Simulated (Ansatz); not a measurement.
Here is an Ansatz 0.2.0 calculation.

input.yaml

```yaml
crystal:
  lattice:
    - [5.118, 0.0, 0.0]
    - [0.0, 5.1857, 0.0]
    - [-0.8586630598, 0.0, 5.2138671406]
  atoms:
    - { symbol: Hf, position: [0.2755, 0.4603, 0.708] }
    - { symbol: Hf, position: [0.7245, 0.9603, 0.792] }
    - { symbol: Hf, position: [0.7245, 0.5397, 0.292] }
    - { symbol: Hf, position: [0.2755, 0.0397, 0.208] }
    - { symbol: O, position: [0.0742, 0.1684, 0.8467] }
    - { symbol: O, position: [0.9258, 0.6684, 0.6533] }
    - { symbol: O, position: [0.9258, 0.8316, 0.1533] }
    - { symbol: O, position: [0.0742, 0.3316, 0.3467] }
    - { symbol: O, position: [0.4487, 0.7419, 0.9801] }
    - { symbol: O, position: [0.5513, 0.2419, 0.5199] }
    - { symbol: O, position: [0.5513, 0.2581, 0.0199] }
    - { symbol: O, position: [0.4487, 0.7581, 0.4801] }
hamiltonian:
  xc: blyp
  pseudopotentials: { kind: paw }
  dispersion: d4
kpoints:
  mp_grid: { grid: [4, 4, 4] }
scf:
  occupations: { method: fermi_dirac, width: 0.05 }
output:
  forces: true
  stress: true
  eigenvalues: true
relax:
  f_tol: 0.01
  max_steps: 40
  cell: { stress_tol: 0.05 }
```

Potentials or basis: Ansatz PAW.

Run with:

```console
$ ansatz run input.yaml --threads 4 --pin off --max-ram 11264MiB --backend cpu --events-out ev --progress --plain --runs-dir out
```

Q: Estimate the band gap on the k mesh.

A: 4.09 eV, indirect (least direct gap 4.17 eV).

Q: What does it give for the space group after relaxing (to 0.05 Å)?

A: P2_1/c (No. 14).

Q: Estimate the relaxed cell.

A: a = 5.160 Å, b = 5.206 Å, c = 5.359 Å, α = 90.00°, β = 99.41°, γ = 90.00°.

Q: Predict the relaxed volume.

A: 11.84 Å³/atom.

Final structure:
```xyz
12
Lattice="5.1603 0.0000 -0.0051 0.0000 5.2059 0.0000 -0.8709 0.0000 5.2877" Properties=species:S:1:pos:R:3 pbc="T T T"
Hf    0.8029    2.3883    3.7459
Hf    3.0509    4.9912    4.1806
Hf    3.4864    2.8176    1.5368
Hf    1.2384    0.2147    1.1020
O    -0.3938    0.9003    4.4891
O     4.2477    3.5033    3.4374
O     4.6832    4.3056    0.7935
O     0.0416    1.7026    1.8453
O     1.4634    3.8683    5.1584
O     2.3905    1.2654    2.7681
O     2.8260    1.3375    0.1242
O     1.8988    3.9405    2.5146
```

Caveat: the plane-wave basis is chosen anew once the cell has moved, so the energies of steps on either side of that aren't comparable; the pressure holds a Pulay correction of +0.9 GPa for the finite cutoff; spin-orbit coupling is left out, which moves the levels of the heavy elements; the PAW data sets come from PBE, with cores solved anew for the run's functional, which leaves a small shift of forces and pressure. Zero-point motion and thermal expansion aren't in these numbers.
